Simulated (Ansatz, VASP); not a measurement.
**Two plane-wave programs on SiC (Moissanite 3C)**

```
CELL_PARAMETERS angstrom
0.00000 2.14888 2.14888
2.14888 0.00000 2.14888
2.14888 2.14888 0.00000
ATOMIC_POSITIONS crystal
Si 0.00000 0.00000 0.00000
C 0.25000 0.25000 0.25000
```

Alike in both runs: task relaxation of the atoms; functional r2SCAN; k mesh 12 × 12 × 12; occupations fermi-dirac, width 0.02 eV; no spin polarisation.

|  | VASP | Ansatz |
| --- | --- | --- |
| version | VASP 6.6.1 | Ansatz 0.2.0 |
| potentials or method | VASP PAW PBE potentials, release 64 (Si, C) | PAW plane waves |
| plane-wave cutoff (eV) | 520 | 500 |
| valence electrons in the cell | 8 | 8 |

```csv
,VASP,Ansatz,Ansatz less VASP
"gap on the k mesh at the Fermi level, each at its own relaxed structure (eV)",1.70,1.68,-0.015
```

Ansatz warned: «stress_scf_threshold_loose».

Caveats: the relaxation stopped at its first step, so nothing moved. A k mesh can miss the band edges. r2SCAN opens gaps a little over a GGA but as a rule still falls short of measured ones.
